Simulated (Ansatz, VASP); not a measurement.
# One calculation of LiF, two programs

```
CELL_PARAMETERS angstrom
2.55953 0.00000 0.00000
0.00000 2.55953 0.00000
0.00000 0.00000 2.55953
ATOMIC_POSITIONS crystal
Li 0.00000 0.00000 0.00000
F 0.48308 0.48308 0.48308
```

Change from the starting cell: all F atoms moved +0.075 Å, as atom 2 towards its neighbour atom 1 (Li) at 2.217 Å.

Alike in both runs: task single point; functional PBE; k mesh 10 × 10 × 10; occupations gaussian, width 0.05 eV; no spin polarisation.

```csv
,VASP,Ansatz
version,VASP 6.6.1,Ansatz 0.2.0
potentials or method,"VASP PAW PBE potentials, release 64 (Li_sv, F)","scalar-relativistic, plane waves, PAW"
plane-wave cutoff (eV),520,420
valence electrons in the cell,10,10
```

|  | VASP | Ansatz | Ansatz less VASP |
| --- | --- | --- | --- |
| gap on the k mesh at the Fermi level (eV) | 7.51 | 7.50 | -0.007 |
| least direct gap on the mesh (eV) | 8.17 | 8.17 | -0.007 |
| rms of the force components (eV/Å) | 0.015 | 0.015 | -0.0005 |

Atom by atom the forces differ by 0.000 eV/Å (rms over components).

 A k mesh can miss the band edges.
